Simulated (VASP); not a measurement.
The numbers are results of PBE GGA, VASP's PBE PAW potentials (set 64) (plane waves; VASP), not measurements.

Input for VASP

INCAR:
```
ALGO  =  Normal
CSHIFT  =  0.1
EDIFF  =  1E-7
ENCUT  =  400
GGA  =  PE
ISMEAR  =  0
LASPH  =  .True.
LCHARG  =  .False.
LMAXMIX  =  4
LOPTICS  =  .True.
LREAL  =  .False.
LWAVE  =  .False.
NBANDS  =  36
NEDOS  =  1001
NELM  =  100
PREC  =  Accurate
SIGMA  =  0.01
SYSTEM  =  CsI
```

POSCAR:
```
CsI
1
    4.6687845996     0.0000000000     0.0000000000
    0.0000000000     4.6687845996     0.0000000000
    0.0000000000     0.0000000000     4.6687845996
Cs I
1 1
Direct
  0.0000000000   0.0000000000   0.0000000000
  0.5000000000   0.5000000000   0.5000000000
```

### KPOINTS
```
Regular mesh
0
G
 7 7 7
```

POTCAR, in this order: Cs_sv I (PBE.64 set). Program: vasp_std.

What VASP printed:

**OUTCAR**
```
 ion  position               nearest neighbor table
   1  0.000  0.000  0.000-
   2  0.500  0.500  0.500-
  LATTYP: Found a simple cubic cell.
 ALAT       =     4.6687845996
 Subroutine PRICEL returns:
 Original cell was already a primitive cell.
 Subroutine GETGRP returns: Found 48 space group operations
The static configuration has the point symmetry O_h .
The dynamic configuration has the point symmetry O_h .
 Subroutine INISYM returns: Found 48 space group operations
 Subroutine IBZKPT returns following result:
 Found     20 irreducible k-points:

 Following reciprocal coordinates:
            Coordinates               Weight
  0.000000  0.000000  0.000000      1.000000
  0.142857  0.000000  0.000000      6.000000
  0.285714  0.000000  0.000000      6.000000
  0.428571  0.000000  0.000000      6.000000
  0.142857  0.142857  0.000000     12.000000
  0.285714  0.142857  0.000000     24.000000
  0.428571  0.142857  0.000000     24.000000
  0.285714  0.285714  0.000000     12.000000
  0.428571  0.285714  0.000000     24.000000
  0.428571  0.428571  0.000000     12.000000
  0.142857  0.142857  0.142857      8.000000
  0.285714  0.142857  0.142857     24.000000
  0.428571  0.142857  0.142857     24.000000
  0.285714  0.285714  0.142857     24.000000
  0.428571  0.285714  0.142857     48.000000
  0.428571  0.428571  0.142857     24.000000
  0.285714  0.285714  0.285714      8.000000
  0.428571  0.285714  0.285714     24.000000
  0.428571  0.428571  0.285714     24.000000
  0.428571  0.428571  0.428571      8.000000
   k-points           NKPTS =     20   k-points in BZ     NKDIM =     20   number of bands    NBANDS=     36
   number of dos      NEDOS =   1001   number of ions     NIONS =      2
   total plane-waves  NPLWV =  27000
   dimension x,y,z NGX =    30 NGY =   30 NGZ =   30
...
```

OSZICAR:
```
       N       E                     dE             d eps       ncg     rms          rms(c)
DAV:   1     0.695622407637E+02    0.69562E+02   -0.44693E+03  1440   0.295E+02
DAV:   2    -0.108241787469E+01   -0.70645E+02   -0.65505E+02  1784   0.756E+01
DAV:   3    -0.555155755102E+01   -0.44691E+01   -0.44236E+01  1780   0.189E+01
DAV:   4    -0.559665375613E+01   -0.45096E-01   -0.45085E-01  1824   0.205E+00
DAV:   5    -0.559717281508E+01   -0.51906E-03   -0.51905E-03  1732   0.190E-01    0.157E+00
DAV:   6    -0.546617320776E+01    0.13100E+00   -0.23200E-02  1680   0.640E-01    0.102E+00
DAV:   7    -0.543898846988E+01    0.27185E-01   -0.40765E-02  1736   0.649E-01    0.625E-01
DAV:   8    -0.544320409444E+01   -0.42156E-02   -0.94449E-03  1576   0.278E-01    0.172E-01
DAV:   9    -0.544278687637E+01    0.41722E-03   -0.28314E-04  1736   0.596E-02    0.536E-02
DAV:  10    -0.544285662252E+01   -0.69746E-04   -0.22060E-04  1620   0.412E-02    0.673E-02
DAV:  11    -0.544283798310E+01    0.18639E-04   -0.13899E-05  1624   0.125E-02    0.310E-02
DAV:  12    -0.544283847288E+01   -0.48978E-06   -0.26744E-06  1692   0.457E-03    0.120E-02
DAV:  13    -0.544283682107E+01    0.16518E-05   -0.13849E-06  1604   0.357E-03    0.301E-03
DAV:  14    -0.544283684876E+01   -0.27682E-07   -0.26272E-07  1740   0.115E-03
   1 F= -.54428368E+01 E0= -.54428368E+01  d E =-.353136E-33
 imaginary and real dielectric function
```

File OUTCAR:
```
------------------------ aborting loop because EDIFF is reached ----------------------------------------
  FORCE on cell =-STRESS in cart. coord.  units (eV):
  Direction    XX          YY          ZZ          XY          YZ          ZX
  --------------------------------------------------------------------------------------
  Total        0.0020488      0.0020488      0.0020488     -0.0000000     -0.0000000      0.0000000
  in kB        0.0322547      0.0322547      0.0322547     -0.0000000     -0.0000000      0.0000000
  external PRESSURE =       0.0322547 kB  Pullay stress =       0.0000000 kB
  volume of cell :      101.77
      direct lattice vectors                 reciprocal lattice vectors
     4.668784600  0.000000000  0.000000000     0.214188506  0.000000000  0.000000000
     0.000000000  4.668784600  0.000000000     0.000000000  0.214188506  0.000000000
     0.000000000  0.000000000  4.668784600     0.000000000  0.000000000  0.214188506
 POSITION                                       TOTAL-FORCE (eV/Angst)
 -----------------------------------------------------------------------------------
      0.00000      0.00000      0.00000         0.000000      0.000000      0.000000
      2.33439      2.33439      2.33439         0.000000      0.000000      0.000000
 -----------------------------------------------------------------------------------
    total drift:                                0.000000     -0.000000     -0.000000
  FREE ENERGIE OF THE ION-ELECTRON SYSTEM (eV)
  ---------------------------------------------------
  free  energy   TOTEN  =        -5.4428368488 eV

  energy  without entropy=       -5.4428368488  energy(sigma->0) =       -5.44283685

 plasma frequency squared (from intraband transitions) (eV^2)
  --------------------------------------------------------------------------------------
       0.000      -0.000       0.000
      -0.000       0.000      -0.000
       0.000      -0.000       0.000

 plasma frequency squared (from interband transitions, int dw w eps(2)(w)) (eV^2)
  --------------------------------------------------------------------------------------
     217.711       0.000       0.000       0.000      -0.000      -0.000
       0.000      -0.000     217.711       0.000       0.000       0.000
      -0.000       0.000       0.000      -0.000     217.711       0.000
```
(Selected blocks of OUTCAR.)

File OUTCAR:
```
 val. band max:        0.4138132056   @ k =   0.4286   0.4286   0.0000

 cond. band min:       4.1066569166   @ k =   0.0000   0.0000   0.0000


 Fermi energy:         0.4965754262

 k-point     1 :       0.0000    0.0000    0.0000
  band No.  band energies     occupation
      1     -20.0444      2.00000
      2     -10.1248      2.00000
      3      -6.7541      2.00000
      4      -6.7541      2.00000
      5      -6.7541      2.00000
      6       0.3388      2.00000
      7       0.3388      2.00000
      8       0.3388      2.00000
      9       4.1067      0.00000
     10       4.7065      0.00000
     11       4.7065      0.00000
     12       8.0504      0.00000
     13       8.0504      0.00000
     14       8.0504      0.00000
     15      10.4216      0.00000
     16      10.4216      0.00000
     17      12.4734      0.00000
     18      12.4734      0.00000
     19      12.4734      0.00000
     20      12.6787      0.00000
     21      12.6787      0.00000
     22      12.6787      0.00000
     23      13.6227      0.00000
     24      13.6227      0.00000
     25      13.6227      0.00000
     26      16.4580      0.00000
     27      16.8046      0.00000
     28      19.8960      0.00000
     29      19.8960      0.00000
     30      21.0024      0.00000
     31      21.0024      0.00000
     32      21.0024      0.00000
     33      23.3059      0.00000
     34      23.3059      0.00000
     35      24.1357      0.00000
     36      24.1357      0.00000

 k-point     2 :       0.1429    0.0000    0.0000
  band No.  band energies     occupation
      1     -20.0411      2.00000
      2     -10.1245      2.00000
      3      -6.7815      2.00000
      4      -6.7452      2.00000
      5      -6.7452      2.00000
      6       0.0168      2.00000
      7       0.3183      2.00000
      8       0.3183      2.00000
      9       4.5276      0.00000
     10       4.8220      0.00000
     11       5.1032      0.00000
     12       7.9879      0.00000
...
```

Unless said otherwise, spin-orbit coupling is left out, though it shifts the bands of the heavy elements here.

The compound is CsI in the CsCl type structure. It was relaxed first, which changed the volume by +7 %.
